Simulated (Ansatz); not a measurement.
Orbital-resolved density of states of Se

```
CELL_PARAMETERS angstrom
4.35517 0.00000 0.00000
-2.17758 3.77169 0.00000
0.00000 0.00000 4.94945
ATOMIC_POSITIONS crystal
Se 0.21700 0.00000 0.16667
Se 0.00000 0.21700 0.83333
Se 0.78300 0.78300 0.50000
```

Atom numbers follow the list: Se1, Se2, Se3.

The geometry is COD entry 9008579, unchecked; take it as a test cell.

These are results of Ansatz 0.2.0, DFT, PBE, all-electron LAPW, scalar-relativistic, not measurements.

Sampling and basis: a Γ-centred 8×8×6 k mesh, Fermi–Dirac smearing of 0.03 eV, basis error target 0.5 meV/atom, no spin polarisation.

States per eV for one atom of each kind, in 0.4 eV bins named by their centres, from the valence-band top, projected on a minimal set of Löwdin-orthogonalised atomic shells; orbitals are real harmonics on the Cartesian axes, equal curves share a column, and empty bins are left out, as is all above 7.2 eV, near the top of the computed bands.

Se1 4p:

```
# E all pz px py
-13.3 0.04 0.03 0.00 0.01
-12.9 0.04 0.03 0.00 0.01
-12.5 0.05 0.03 0.00 0.01
-12.1 0.03 0.02 0.00 0.01
-11.7 0.04 0.03 0.00 0.01
-11.3 0.05 0.03 0.01 0.01
-10.9 0.05 0.02 0.02 0.01
-10.5 0.07 0.02 0.05 0.01
-10.1 0.03 0.01 0.02 0.00
-9.7 0.01 0.00 0.01 0.00
-6.1 0.06 0.03 0.00 0.03
-5.7 0.48 0.23 0.05 0.20
-5.3 0.94 0.44 0.31 0.19
-4.9 1.03 0.46 0.42 0.16
-4.5 0.53 0.19 0.27 0.07
-4.1 0.43 0.12 0.27 0.05
-3.7 0.59 0.09 0.40 0.09
-3.3 0.60 0.05 0.37 0.17
-2.9 0.17 0.02 0.02 0.13
-2.5 0.40 0.07 0.06 0.27
-2.1 0.72 0.12 0.12 0.48
-1.7 1.18 0.21 0.18 0.80
-1.3 0.68 0.18 0.07 0.43
-0.9 0.86 0.25 0.12 0.50
-0.5 0.53 0.10 0.11 0.32
-0.1 0.19 0.02 0.05 0.13
1.5 0.41 0.05 0.30 0.06
1.9 0.81 0.23 0.48 0.10
2.3 0.74 0.33 0.32 0.08
2.7 0.96 0.55 0.27 0.14
3.1 0.73 0.39 0.17 0.16
3.5 0.45 0.22 0.11 0.13
3.9 0.27 0.12 0.06 0.10
4.3 0.02 0.01 0.01 0.01
5.9 0.03 0.01 0.01 0.01
6.3 0.06 0.02 0.03 0.02
6.7 0.01 0.00 0.01 0.00
7.1 0.02 0.00 0.01 0.00
```

Se1 4s:

```
# E all
-13.3 0.20
-12.9 0.21
-12.5 0.22
-12.1 0.12
-11.7 0.19
-11.3 0.25
-10.9 0.27
-10.5 0.41
-10.1 0.21
-9.7 0.08
-9.3 0.01
-5.7 0.01
-5.3 0.03
-4.9 0.06
-4.5 0.04
-4.1 0.04
-3.7 0.05
-3.3 0.05
-2.9 0.01
-2.5 0.02
-2.1 0.03
-1.7 0.05
-1.3 0.02
-0.9 0.02
-0.5 0.02
-0.1 0.01
1.5 0.04
1.9 0.07
2.3 0.05
2.7 0.04
3.1 0.03
3.5 0.01
3.9 0.01
```
